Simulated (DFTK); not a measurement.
**FeO (Wuestite): single point with PBE**

FeO (Wuestite):

```xyz
2
Lattice="1.5188 0.8769 2.5196 -1.5188 0.8769 2.5196 0.0000 -1.7538 2.5196" Properties=species:S:1:pos:R:3 pbc="T T T"
Fe    0.0000    0.0000    0.0000
O     0.0000    0.0000    3.7794
```

```
Program                      : DFTK 0.8.2
Task                         : single point
Functional                   : PBE
Potentials or basis          : dojo.nc.sr.pbe.v0_4_1.standard.upf (PBE)
Cutoff                       : 1225 eV
k mesh                       : 11 × 11 × 11
Occupations                  : fermi-dirac, width 0.05 eV
Spin                         : collinear spin, ferromagnetic start
Starting moments             : [3.0, 0.0] μB
Valence electrons            : Fe 16, O 6
SCF tolerance on the density : 1e-06
```

- Pressure: -2.0 GPa
- Band gap on the k mesh: none (metal or under the smearing width)
- Net moment: 4.00 μB per cell
- Absolute moment: 4.02 μB per cell
- Site moments: Fe +3.66; O +0.34 μB

Stress tensor (GPa, compression positive):
```
-1.64  0.00  0.00
 0.00 -1.64  0.00
 0.00  0.00 -2.61
```

Levels at points of the mesh, in eV from the Fermi level:
Spin up:
```
           k point  band 11  band 12  band 13  band 14  band 15  band 16
(0.00, 0.00, 0.00)    -3.94    -3.92    -3.92    -0.05    15.16    16.53
```
Spin down:
```
           k point  band 5  band 6  band 7  band 8  band 9  band 10  band 11  band 12  band 13  band 14
(0.00, 0.00, 0.00)  -20.26   -3.45   -3.35   -3.35   -0.79    -0.70    -0.70     0.26     0.26     0.67
```

Wall time 14 min on 1 thread of Intel(R) Xeon(R) Platinum 8488C (Sapphire Rapids), on a shared host, peak memory 3 GiB.

Caveat: a cell with one magnetic atom can't hold antiferromagnetic order, which such compounds often take; semilocal functionals often make such compounds metallic where correlation or magnetic order opens a gap, which also shifts bond lengths. With open d or f shells a metallic result of PBE can be an artefact of self-interaction; +U or a hybrid may open a gap.
